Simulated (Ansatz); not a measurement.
## Deforming Bi

```
Bi
1.0
     2.27300    1.31232    3.95400
    -2.27300    1.31232    3.95400
     0.00000   -2.62463    3.95400
Bi
2
Direct
  0.23389 0.23389 0.23389
  0.76611 0.76611 0.76611
```

Atom numbers follow the list: Bi1, Bi2.

The structure is an experimental refinement, used without relaxation.

No spin–orbit coupling, which matters for the heavy atoms here.

These are results of DFT, PBE, all-electron LAPW, scalar-relativistic (Ansatz 0.2.0), not measurements.

Settings: a Γ-centred 11×11×11 k mesh, Fermi–Dirac smearing of 0.03 eV, basis error target 0.25 meV/atom, no spin polarisation.

The unchanged cell is at 1.79 GPa.

In a metal, stresses and small energies carry noise from the k mesh.

x, y and z are the Cartesian axes of the cell as listed; fractional coordinates follow a strain, and an engineering shear is twice the off-diagonal strain component.

(1) With this change (z strained by +4 % at fixed volume), what becomes of the energy and stress and forces?

(2) With this change (equal xy, yz and zx engineering shear strains of -3 %), what becomes of the energy and stress and forces?

(3) With this change (atom 1 (Bi) moved by (0.0000, 0.0000, 0.1200) Å), what becomes of the energy and stress and forces?

(4) With this change (equal xy, yz and zx engineering shear strains of -2 %), what becomes of the energy and stress and forces?

With equal xy, yz and zx engineering shear strains of +1 %: energy change under 1 meV/atom; stress change (xx, yy, zz, yz, xz, xy) 0.26, -0.24, 0.01, -0.46, -0.22, -0.07 GPa, compression positive; change of the force on Bi1 (-0.029, -0.060, 0.000) eV/Å.

With equal xy, yz and zx engineering shear strains of +3 %: energy change +8 meV/atom; stress change (xx, yy, zz, yz, xz, xy) 0.80, -0.65, 0.08, -1.36, -0.66, -0.20 GPa, compression positive; change of the force on Bi1 (-0.088, -0.178, -0.002) eV/Å.

(5) With this change (equal xy, yz and zx engineering shear strains of -1 %), what becomes of the energy and stress and forces?

(6) With this change (equal xy, yz and zx engineering shear strains of +2 %), what becomes of the energy and stress and forces?

(7) What force constant does this one finite step give for Bi1 along its displacement (all its periodic images move with it)?

## Answers

(1) Energy change +6 meV/atom; stress change (xx, yy, zz, yz, xz, xy) 0.83, 0.83, -0.75, 0.00, 0.00, 0.00 GPa, compression positive; change of the force on Bi2 (0.000, 0.000, 0.097) eV/Å.

(2) Energy change +8 meV/atom; stress change (xx, yy, zz, yz, xz, xy) -0.71, 0.86, 0.08, 1.43, 0.61, 0.21 GPa, compression positive; change of the force on Bi1 (0.085, 0.185, -0.001) eV/Å.

(3) Energy change +3 meV/atom; stress change (xx, yy, zz, yz, xz, xy) -0.84, -0.84, -1.55, 0.00, 0.00, 0.00 GPa, compression positive; change of the force on Bi1 (0.000, 0.000, -0.443) eV/Å.

(4) Energy change +3 meV/atom; stress change (xx, yy, zz, yz, xz, xy) -0.48, 0.55, 0.04, 0.95, 0.42, 0.14 GPa, compression positive; change of the force on Bi1 (0.057, 0.122, -0.001) eV/Å.

(5) Energy change under 1 meV/atom; stress change (xx, yy, zz, yz, xz, xy) -0.25, 0.26, 0.01, 0.47, 0.21, 0.07 GPa, compression positive; change of the force on Bi1 (0.028, 0.060, 0.000) eV/Å.

(6) Energy change +3 meV/atom; stress change (xx, yy, zz, yz, xz, xy) 0.53, -0.46, 0.03, -0.91, -0.44, -0.14 GPa, compression positive; change of the force on Bi2 (0.058, 0.120, 0.001) eV/Å.

(7) k = −ΔF·u/|u|² = 3.69 eV/Å², so the force pulls the atom back.
